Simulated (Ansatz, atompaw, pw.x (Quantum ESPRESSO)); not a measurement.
## pw.x on diamond Ga: one setting changed

Potential: PAW, atompaw 4.2.0.5, PBE; core [Ar] 3d10, reference 4s2 4p1; waves: 4s (bound): rc 2.65 bohr; 4s channel at -0.2 Ry: rc 2.22 bohr; 4p (bound): rc 2.65 bohr; 4p channel at 0.7 Ry: rc 2.65 bohr; 4d channel at 0.3 Ry: rc 2.10 bohr; local part: troulliermartins scheme with l = 3 at 0 Ry, radius 2.35 bohr; core correction: smooth core density matched at 1.85 bohr; augmentation: besselshape compensation charge, radius 2.00 bohr; PAW radius 2.65 bohr; waves and projectors: custom rrkj gramschmidtortho.

The reference run (k-mesh 8³, cutoffs 40/400 Ry, Fermi–Dirac 0.01 Ry, mixing_beta 0.4, conv_thr 1e-9, no spin) gives -0.43 GPa at 25.416 Å³/atom, where all-electron LAPW gives 0.05 GPa. This run, with its own iteration cap, changes nbnd to 1, a wrong or extreme entry chosen on purpose.

```
&control
  calculation='scf', prefix='x', pseudo_dir='./', outdir='./tmp', tstress=.true., disk_io='none'
/
&system
  ibrav=0, nat=2, ntyp=1, ecutwfc=40, ecutrho=400, nbnd=1,
  occupations='smearing', smearing='fd', degauss=0.01
/
&electrons
  conv_thr=1e-09, mixing_beta=0.4, electron_maxstep=70
/
ATOMIC_SPECIES
Ga 1.0 Ga.UPF
CELL_PARAMETERS angstrom
  0.00000000 2.94014715 2.94014715
  2.94014715 0.00000000 2.94014715
  2.94014715 2.94014715 0.00000000
ATOMIC_POSITIONS crystal
Ga 0.0000 0.0000 0.0000
Ga 0.2500 0.2500 0.2500
K_POINTS automatic
8 8 8 0 0 0
```

```bash
pw.x < Ga.scf.in > Ga.scf.out
```

Problem. How does the run end?

Solution. It stops with "setup: too few bands". There must be at least as many bands as half the electrons, and more with smearing.

```
Error in routine setup (1):
     too few bands
```

The run took about 0.6 s on one core of a shared host (Intel(R) Xeon(R) 6975P-C, 192 threads, 1488 GiB, load 38).
